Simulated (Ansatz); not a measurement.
Collinear states of FeCo₃

Level of theory: DFT PBEsol, scalar-relativistic, plane waves, PAW (Ansatz 0.2.0).

```cif
data_structure
_symmetry_space_group_name_H-M 'P 1'
_symmetry_Int_Tables_number 1
_cell_length_a 2.4660
_cell_length_b 2.4660
_cell_length_c 7.0635
_cell_angle_alpha 90.000
_cell_angle_beta 90.000
_cell_angle_gamma 90.000
_cell_volume 42.95
loop_
_atom_site_label
_atom_site_type_symbol
_atom_site_fract_x
_atom_site_fract_y
_atom_site_fract_z
_atom_site_occupancy
Fe1 Fe 0.00000 0.00000 0.00000 1
Co1 Co 0.50000 0.50000 0.74540 1
Co2 Co 0.00000 0.00000 0.50000 1
Co3 Co 0.50000 0.50000 0.25460 1
```

```json
{
  "plane-wave cutoff": "420 eV",
  "Γ-centred k-mesh": "16×16×6",
  "occupation rule": "Gaussian smearing, 0.1 eV",
  "list of starting moments (μB, in atom order)": "4 3 3 3",
  "check for lower electronic states after the SCF": "off"
}
```

Each order was relaxed in cell and atoms. Site moments are spin moments in atom-centred spheres that scale with the neighbour distance. The states are those that the runs reached from these starts; a lower one can exist. No antiferromagnetic start is among these.

```tsv
start	ends	energy above lowest (meV/atom)	site moments (μB)	gap on mesh (eV)	volume (Å³/atom)
no spin	non-magnetic	82.6	none over 0.05	metal	9.87
ferromagnetic	ferromagnetic	0.00	Fe +2.42, Co +1.65 (×2), Co +1.71	metal	10.62
```

Cost: 2 runs of about 6.4 core-minutes in all, on Intel Xeon Platinum 8259CL (Skylake/Cascade Lake) (shared hosts).